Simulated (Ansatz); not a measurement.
The cell is COD entry 9013008, as deposited and not checked against the literature; nothing was relaxed.

An input for Sb: DFT, PBE, all-electron LAPW, scalar-relativistic (Ansatz 0.2.0).

Command: `ansatz run input.yaml --threads 1 --pin off --max-ram 2048MiB --backend cpu --events-out ev --progress --plain --runs-dir out` The run took 12 s on 1 thread of Arm Neoverse V1, with other jobs on the host, peak memory 0.35 GiB.

```yaml
crystal:
  lattice:
    - [3.16, 0.0, 0.0]
    - [0.0, 3.16, 0.0]
    - [0.0, 0.0, 3.16]
  atoms:
    - { symbol: Sb, position: [0.0, 0.0, 0.0] }
kpoints:
  mp_grid: { grid: [13, 13, 13] }
scf:
  occupations: { method: fermi_dirac, width: 0.05 }
hamiltonian:
  xc: pbe
  pseudopotentials: { kind: all_electron, lapw: { basis_error: 0.001 } }
output:
  forces: true
  stress: true
  eigenvalues: true
basis:
  ecutwfc: 320
```

The results part of the log:

```
SCF 1 converged in 6 iterations: F = -176368.144761 eV  dr2 = 1.56e-9
SCF converged after 6 iterations
Free energy (F): -176368.144761 eV
Harris-Foulkes:  -176368.144761 eV  (|F-HF|=4.10e-9)
Internal energy: -176368.141706 eV  (E = F + TS)
E sigma→0 (E₀):  -176368.143234 eV
Entropy (-TS):   -0.003056 eV (-3.056 meV/atom)
Fermi energy:    11.713127 eV
--- Per-component energies (eV) ---
  E_band       = -919.127941
  E_kinetic    = 185869.601121
  E_xc         = -4643.150313
  E_electrostatic = -357594.592514  (all electrons and nuclei)
  E_smearing   = -0.003056  (= −TS)
  E_closure    = 0.000000  (closes the sum)
  E_atoms      = -176364.064481  (free atoms, spherical and without spin; not in F)
  Σ components = -176368.144761   (vs F -176368.144761, Δ=0.00e0)
  Basis errors (estimates in eV, not in F): energy 1.0e-5 per atom: plane waves 2.8e-6 (1.8e-6 summed), levels above the bands 8.9e-67, relativity 4.7e-8, radial functions 7.4e-6, core shells 2.2e-10; eigenvalues (radial functions only) 5.2e-6; not estimated: angular momenta, meshes, grids; target (lapw.basis_error) 1.0e-3; muffin-tin radii Sb 1.580 Å
--- Forces (eV/Å), atoms counted from 1 ---
  atom   1  Sb     0.00000000     0.00000000     0.00000000
  max |Σ_I F_I| component: 1.27e-31 eV/Å
--- Stress (GPa, compression-positive) ---
       -2.498038      -0.000000       0.000000
       -0.000000      -2.498038       0.000000
        0.000000       0.000000      -2.498038
  P = ⅓ Tr σ = -2.4980 GPa (-24.980 kbar)
--- Band table (eV; the first three rows and the last of 84) ---
  k-point 0: bands = ["-132.6078", "-85.5738", "-85.5738", "-85.5738", "-17.4742", "-17.4742", "-17.3311", "-17.3311", "-17.3311", "-0.3132", "14.7794", "14.7794", "14.7794", "18.7051", "18.7051", "19.5847"]
  k-point 1: bands = ["-132.6078", "-85.5739", "-85.5738", "-85.5738", "-17.4739", "-17.4668", "-17.3332", "-17.3332", "-17.3310", "-0.2325", "13.7869", "14.8577", "14.8577", "18.7752", "19.2155", "20.2878"]
  k-point 2: bands = ["-132.6078", "-85.5743", "-85.5738", "-85.5738", "-17.4731", "-17.4462", "-17.3390", "-17.3390", "-17.3305", "0.0068", "12.0189", "15.0856", "15.0856", "18.9844", "19.5469", "22.3755"]
  k-point 83: bands = ["-132.6075", "-85.5757", "-85.5757", "-85.5757", "-17.4061", "-17.4060", "-17.4060", "-17.2707", "-17.2707", "6.5433", "10.1610", "10.1610", "10.2973", "16.5465", "16.7427", "16.7427"]
```
